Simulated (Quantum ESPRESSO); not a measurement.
The system is W.

```xyz
1
Lattice="-1.5823 1.5823 1.5823 1.5823 -1.5823 1.5823 1.5823 1.5823 -1.5823" Properties=species:S:1:pos:R:3 pbc="T T T"
W     0.0000    0.0000    0.0000
```

Base run:

| Property | Result |
| --- | --- |
| Program | Quantum ESPRESSO 7.5 |
| Functional | PBE |
| Potentials or basis | PseudoDojo 0.4 FR PBE standard |
| Cutoff | 1007 eV |
| Density cutoff | 4027 eV |
| k mesh | 12 × 12 × 12 |
| Occupations | fermi-dirac, width 0.05 eV |
| Spin | spin-orbit coupling, no magnetisation |

Its results: band gap on the k mesh none (metal or under the smearing width); pressure 7.1 GPa.

The run is repeated on the same cell with these changes: potentials or basis from PseudoDojo 0.4 FR PBE standard to PseudoDojo 0.4.1 SR PBE standard; spin from spin-orbit coupling, no magnetisation to no spin polarisation. What comes out?

Band gap on the k mesh none (metal or under the smearing width); pressure 5.9 GPa.

Caveats: spin-orbit coupling is left out, which moves the levels of the heavy elements (some runs).
